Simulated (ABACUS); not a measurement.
PbSe (Clausthalite): single point with PBE

Crystal: PbSe (Clausthalite).

```
CELL_PARAMETERS angstrom
0.00000 3.06065 3.06065
3.06065 0.00000 3.06065
3.06065 3.06065 0.00000
ATOMIC_POSITIONS crystal
Pb 0.00000 0.00000 0.00000
Se 0.50000 0.50000 0.50000
```

- Program: ABACUS 3.10.1
- Task: single point
- Functional: PBE
- Potentials or basis: PseudoDojo NC FR 0.4 PBE stringent
- Cutoff: 1429 eV
- Density cutoff: 5714 eV
- Basis: DZP LCAO (the cutoffs set its grid)
- k mesh: 5 × 5 × 5
- Occupations: fermi-dirac, width 0.05 eV
- Spin: spin-orbit coupling, no magnetisation

* Pressure: 2.5 GPa
* Mulliken charges: Pb +0.36; Se -0.36 e

Run time: 32 s on 4 MPI ranks on Intel(R) Xeon(R) Platinum 8488C (Sapphire Rapids), with other jobs on the host, peak memory 2.8 GiB a rank.

Caveat: the atomic orbitals were generated for these runs and aren't a published set; Mulliken charges move with the basis; this odd mesh misses L, where the gap lies, so gap, dielectric constants and Born charges aren't listed; the basis of atomic orbitals isn't converged, which shifts pressures, moduli and gaps.
